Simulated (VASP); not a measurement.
Wanted: the native input for a VASP 6.6.1 run.

| Item | Value |
| --- | --- |
| Task | relaxation of cell and atoms |
| Functional | PBEsol |
| Potentials or basis | VASP PAW PBE potentials, release 64 (Te, Mo_sv) |
| Cutoff | 600 eV |
| k mesh | 4 × 8 × 2 |
| Occupations | gaussian, width 0.03 eV |
| Spin | no spin polarisation |
| Further INCAR settings | ALGO = Normal; EDIFF = 1e-07; IBRION = 2; EDIFFG = -0.005; NSW = 90; ISIF = 3 |

The structure of Te2Mo lies in POSCAR:

```
Te2Mo                                   
1.0
    6.3320995501      0.0000000000      0.0435485568
    0.0000000000      3.4562567029      0.0000000000
   -0.8537276200      0.0000000000     13.5378250812
  Te              Mo            
     8     4
Direct
     0.5603594708885562    0.7500000000000000    0.3488859743859670
     0.4396405291114441    0.2500000000000000    0.6511140256140331
     0.5843634298114890    0.2500000000000000    0.1039982031528515
     0.4156365701885110    0.7500000000000000    0.8960017968471484
     0.0925961360892655    0.7500000000000000    0.1513318033256484
     0.9074038639107346    0.2500000000000000    0.8486681966743520
     0.0577413524765139    0.2500000000000000    0.3957613200194611
     0.9422586475234860    0.7500000000000000    0.6042386799805388
     0.3198038125285986    0.7500000000000000    0.5065256927069055
     0.6801961874714013    0.2500000000000000    0.4934743072930944
     0.1821013488231391    0.2500000000000000    0.0072286639323757
     0.8178986511768610    0.7500000000000000    0.9927713360676245
```

These files were run (other wordings do the same):

INCAR

```
  PREC = Accurate
  ENCUT = 600
  EDIFF = 1E-7
  ISMEAR = 0
  SIGMA = 0.03
  LREAL = False
  LASPH = True
  NELM = 80
  ALGO = Normal
  ISIF = 3
  LWAVE = False
  LCHARG = False
  GGA = PS
  IBRION = 2
  NSW = 90
  EDIFFG = -0.005
  KPAR = 4
```

KPOINTS

```
Automatic mesh
0
Gamma
  4 8 2
```

Potentials or basis: VASP PAW PBE potentials, release 64 (Te, Mo_sv).

The run is started by

```sh
$ cat potpaw_PBE.64/Te/POTCAR potpaw_PBE.64/Mo_sv/POTCAR > POTCAR
$ mpirun -np 4 vasp_std > vasp.out
```

Results of the run:

| Property | Result |
| --- | --- |
| Relaxed volume | 24.68 Å³/atom |
| Relaxed cell | a = 6.333 Å, b = 3.458 Å, c = 13.543 Å, α = 90.00°, β = 92.70°, γ = 90.00° |
| Space group after relaxing (to 0.05 Å) | P2_1/m (No. 11) |
| Energy gained by relaxing | 0.0 meV/atom |
| Ionic steps | 28 |
| Pressure after relaxing | 0.0 GPa |
| Largest force after relaxing | 0.005 eV/Å |
| Band gap on the k mesh | none (metal or under the smearing width) |

Caveat: the PAW data sets were made with another functional, which shifts forces and pressure a little.

Run time: 48 min on 4 MPI ranks on Intel(R) Xeon(R) Platinum 8488C (Sapphire Rapids) (shared host), peak memory 0.77 GiB a rank.
